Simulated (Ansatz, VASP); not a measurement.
# One calculation of Si, two programs

Contents of INCAR:

```
SYSTEM = Si
PREC = Accurate ; ENCUT = 520
EDIFF = 1E-6 ; ISMEAR = 0
SIGMA = 0.02 ; LREAL = .False.
LASPH = .True. ; NELM = 80
ALGO = Fast ; ISIF = 2
LWAVE = .False. ; LCHARG = .True.
GGA = PS ; LELF = .True.
LVHAR = .True. ; NBANDS = 11
```

KPOINTS

```
Automatic mesh
0
Gamma
  6 6 6
  0 0 0
```

Contents of POSCAR:

```
Si
1.0
    0.0000000000      2.7168139082      2.7168139082
    2.7168139082      0.0000000000      2.7168139082
    2.7168139082      2.7168139082      0.0000000000
Si
2
Direct
    0.7500000000      0.7500000000      0.7500000000
    0.5000000000      0.5000000000      0.5000000000
```

Input for Ansatz:

```yaml
crystal:
  lattice:
    - [0.0, 2.7168139082, 2.7168139082]
    - [2.7168139082, 0.0, 2.7168139082]
    - [2.7168139082, 2.7168139082, 0.0]
  atoms:
    - { symbol: Si, position: [0.75, 0.75, 0.75] }
    - { symbol: Si, position: [0.5, 0.5, 0.5] }
basis:
  ecutwfc: 420
kpoints:
  mp_grid: { grid: [6, 6, 6] }
  band_path:
    path:
      - [0.0, 0.0, 0.0]
      - [0.5, 0.0, 0.5]
      - [0.625, 0.25, 0.625]
      - [0.375, 0.375, 0.75]
      - [0.5, 0.5, 0.5]
      - [0.5, 0.25, 0.75]
      - [0.0, 0.421875, 0.421875]
    npoints: 1
hamiltonian:
  xc: pbesol
scf:
  occupations: { method: gaussian, width: 0.02 }
  n_extra_bands: 4
output:
  forces: true
  stress: true
  eigenvalues: true
```

Alike in both runs: task single point; functional PBEsol; k mesh 6 × 6 × 6; occupations gaussian, width 0.02 eV; no spin polarisation.

|  | VASP | Ansatz |
| --- | --- | --- |
| version | VASP 6.6.1 | Ansatz 0.2.0 |
| potentials or method | VASP PAW PBE potentials, release 64 (Si) | scalar-relativistic, plane waves, PAW |
| plane-wave cutoff (eV) | 520 | 420 |
| valence electrons in the cell | 8 | 8 |

|  | VASP | Ansatz | Ansatz less VASP |
| --- | --- | --- | --- |
| gap on the k mesh at the Fermi level (eV) | 0.59 | 0.59 | +0.006 |
| least direct gap on the mesh (eV) | 2.51 | 2.52 | +0.003 |
| pressure (GPa) | 0.2 | 0.1 | -0.11 |

The functional is the same, so the differences come from potentials, cutoffs and numerics.

Caveats: the PAW data sets were made with another functional, which shifts forces and pressure a little (VASP). As with any semilocal functional, this PBEsol gap is likely too small. A k mesh can miss the band edges.
